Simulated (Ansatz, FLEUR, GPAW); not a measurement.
BaTiO3: programs and potentials compared

```
Ba Ti O
1.0
     3.99980    0.00000    0.00000
     0.00000    3.99980    0.00000
     0.00000    0.00000    4.01800
Ba Ti O
1 1 3
Direct
  0.99009 0.01538 0.99613
  0.49689 0.50035 0.49338
  0.99631 0.50045 0.51255
  0.51343 0.00046 0.52163
  0.50648 0.49304 0.02463
```

Atoms were shifted at random by some hundredths of an Å from the given cell, which wasn't relaxed again for these runs.

Alike in all runs: task single point; functional PBEsol; k mesh 7 × 7 × 7; occupations fermi-dirac, width 0.05 eV; no spin polarisation; no spin-orbit coupling. Pressure is positive in compression and, in plane waves, holds the error of the finite cutoff, which Ansatz's Pulay term estimates and takes out.

| program and potentials | plane-wave cutoff (eV) | notes | pressure (GPa) | largest force (eV/Å) | energy over the undisturbed cell (meV/atom) |
| --- | --- | --- | --- | --- | --- |
| Ansatz, Ansatz PAW | 420 | potentials made for PBE, which Ansatz adapts in part; Pulay term of +0.59 GPa included | -3.35 | 0.459 | 7.13 |
| GPAW, PAW data sets generated for this functional | 800 | - | -1.84 | 0.514 | - |
| FLEUR, all-electron, FLAPW | - | - | - | 0.461 | 7.12 |
| Ansatz, all-electron LAPW, scalar-relativistic | - | - | -3.34 | 0.461 | - |

Force on atom 1 (Ba), eV/Å:

```tsv
program and potentials	x	y	z
Ansatz, Ansatz PAW	0.216	-0.356	0.194
GPAW, PAW data sets generated for this functional	0.251	-0.389	0.223
FLEUR, all-electron, FLAPW	0.217	-0.357	0.196
Ansatz, all-electron LAPW, scalar-relativistic	0.217	-0.357	0.195
```

The pressure spans -3.35 (Ansatz, Ansatz PAW) to -1.84 GPa (GPAW, PAW data sets generated for this functional), with all-electron results at -3.34.

Differences between rows come from potentials, basis sets and numerical settings, since the functional is the same but for its coding. Runs on potential files found faulty are left out.

The two all-electron codes and the Ansatz PAW run describe practically the same energy surface around this distorted structure, with largest forces of 0.459 to 0.461 eV/Å. GPAW is the outlier: its forces on Ba are larger in every component, and its pressure of -1.84 GPa shows much weaker tension than the all-electron -3.34 GPa. An unconverged cutoff is an unlikely cause, since the usual basis-set error makes the pressure too negative, and removing it would widen the gap. The deviation more probably lies in the data sets, perhaps in their treatment of the Ba and Ti semicore shells, which overlap with the O 2p states and respond to small displacements.

All runs agree on the physics: the negative pressure means that the cell would tend to contract at these atomic positions, and the in-plane force on Ba drives it back towards the cell corner, as expected for a large, mainly ionic cation held by short-range repulsion from its oxygen cage. The agreement supports the numerics, not the accuracy of PBEsol for the ferroelectric instability.
